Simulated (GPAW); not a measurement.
Here is a GPAW 26.7.0 calculation.

run.py

```python
from ase import Atoms
from ase.dft.bandgap import bandgap
from ase.io import write
from ase.units import GPa
from gpaw import GPAW, PW, setup_paths

setup_paths.insert(0, '.')

atoms = Atoms(['Mo', 'Mo', 'Mo', 'S', 'S', 'S', 'S', 'S', 'S'],
              cell=[[3.1840155185, 0.0, 0.0],
                    [-1.5920077592, 2.757438325, 0.0],
                    [0.0, 0.0, 28.3873198]],
              scaled_positions=[[0.3333333333, 0.6666666667, 0.22816477],
                                [0.3333333333, 0.6666666667, 0.77183523],
                                [0.6666666667, 0.3333333333, 0.0],
                                [0.6666666667, 0.3333333333, 0.17349309],
                                [0.6666666667, 0.3333333333, 0.71718751],
                                [0.3333333333, 0.6666666667, 0.94533412],
                                [0.6666666667, 0.3333333333, 0.28281249],
                                [0.6666666667, 0.3333333333, 0.82650691],
                                [0.3333333333, 0.6666666667, 0.05466588]],
              pbc=True)

calc = GPAW(mode=PW(600),
            xc='PBEsol',
            kpts={'size': (10, 10, 1), 'gamma': True},
            occupations={'name': 'fermi-dirac', 'width': 0.05},
            nbands=67,
            convergence={'density': 1e-05, 'energy': 1e-05},
            maxiter=150,
            txt='gpaw.txt')
atoms.calc = calc
energy = atoms.get_potential_energy()
forces = atoms.get_forces()
stress = atoms.get_stress()
calc.write('gs.gpw')
write('result.traj', atoms)
print(f'Energy: {energy:.6f} eV')
print('Forces (eV/A):')
print(forces.round(4))
print('Stress (GPa):', (stress / GPa).round(3))
print('Fermi level:', round(calc.get_fermi_level(), 4), 'eV')
print(f'Gap: {bandgap(calc)[0]:.4f} eV, direct: {bandgap(calc, direct=True)[0]:.4f} eV')
```

Potentials or basis: PAW data sets generated in the run's folder for this functional, pw.

Command:

```sh
$ gpaw-setup -f PBEsol Mo S
$ OMP_NUM_THREADS=1 python run.py
```

Q: Estimate the band gap on the k mesh.

A: 1.28 eV, indirect (least direct gap 1.86 eV).

Q: Predict the largest force.

A: 0.150 eV/Å.

Stress tensor (GPa, compression positive):
```
-2.76  0.00  0.00
 0.00 -2.76  0.00
 0.00  0.00 -1.06
```
